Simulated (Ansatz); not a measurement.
ZnSe built on the h-MgO prototype (no longer in that coordination) was relaxed with 3 functionals in the PAW code Ansatz, cell and atoms free, the symmetry of the start kept (meshes: PBE 6×6×4, r2SCAN 6×6×4, PBEsol 6×6×4). Computed, not measured; no magnetism was allowed, and whether the structure is a known phase isn't checked.

The PBE result:
```
Zn Se
1.0
     4.20166    0.00000    0.00000
    -2.10083    3.63875    0.00000
     0.00000    0.00000    6.22505
Zn Se
2 2
Direct
  0.33333 0.66667 0.25000
  0.66667 0.33333 0.75000
  0.66667 0.33333 0.25000
  0.33333 0.66667 0.75000
```

Space group P6_3/mmc (No. 194), hexagonal; a = 4.202 Å, c = 6.225 Å in the conventional setting, 23.79 Å³ an atom. Around Zn lie 3 Se at 2.43 Å; around Se lie 3 Zn at 2.43 Å.

**Question.** Order the functionals by the relaxed volume, smallest first.
A. PBEsol
B. PBE
C. r2SCAN

**Answer.** A (22.16 Å³/atom), C (23.04 Å³/atom), B (23.79 Å³/atom).

**Question.** What lattice does PBEsol give?

**Answer.** a = 4.166 Å, c = 5.898 Å; the volume differs by -6.9 % from PBE's. Zn is surrounded by 3 Se at 2.41 Å; Se is surrounded by 3 Zn at 2.41 Å.

**Question.** How does the cell change with r2SCAN?

**Answer.** a = 4.151 Å, c = 6.175 Å; the volume differs by -3.2 % from PBE's. Around Zn lie 3 Se at 2.40 Å; around Se lie 3 Zn at 2.40 Å.

**Question.** Held at the r2SCAN cell, what mean stress does PBE find, and does its sign point to its own minimum?

**Answer.** Yes. PBE +2.02 GPa, and its relaxed volume is +3.3 % from r2SCAN's. Compression counts positive, so a positive stress asks for a larger cell.
